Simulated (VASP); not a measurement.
Write the native input for VASP 6.6.1 that does the following.

```yaml
Task: relaxation of cell and atoms
Functional: PBE
Potentials_or_basis: VASP PAW PBE potentials, release 64 (Si, W_sv)
Cutoff: 520 eV
k_mesh: 26 × 26 × 26
Occupations: gaussian, width 0.1 eV
Spin: no spin polarisation
Further_INCAR_settings: ALGO = Fast; EDIFF = 1e-07; IBRION = 2; EDIFFG = -0.002; NSW = 80; ISIF = 3
```

The structure of Si2W lies in POSCAR:

```
Si2W                                    
1.0
   -1.6147745182      1.6147745182      3.9337977541
    1.6147745182     -1.6147745182      3.9337977541
    1.6147745182      1.6147745182     -3.9337977541
  Si              W             
     2     1
Direct
     0.3345376569154677    0.3345376569154677    0.0000000000000000
     0.6654623430845323    0.6654623430845323    0.0000000000000000
     0.0000000000000000    0.0000000000000000    0.0000000000000000
```

One way to write it, as run:

INCAR

```
PREC = Accurate ; ENCUT = 520
EDIFF = 1E-7 ; ISMEAR = 0
SIGMA = 0.1 ; LREAL = F
LASPH = T ; NELM = 100
ALGO = Fast ; ISIF = 3
LWAVE = F ; LCHARG = F
GGA = PE ; IBRION = 2
NSW = 80 ; EDIFFG = -0.002
```

KPOINTS

```
regular mesh
0
Gamma
  26 26 26
```

Potentials or basis: VASP PAW PBE potentials, release 64 (Si, W_sv).

Launch:

```console
$ cat potpaw_PBE.64/Si/POTCAR potpaw_PBE.64/W_sv/POTCAR > POTCAR
$ mpirun -np 1 vasp_std > vasp.out
```

It gave:

```
Energy gained by relaxing : 0.0 meV/atom
Ionic steps               : 5
Pressure after relaxing   : 0.0 GPa
Band gap on the k mesh    : none (metal or under the smearing width)
```

Run time: 24 min on 1 thread of Intel(R) Xeon(R) 6975P-C (Granite Rapids) (shared host), peak memory 0.92 GiB.
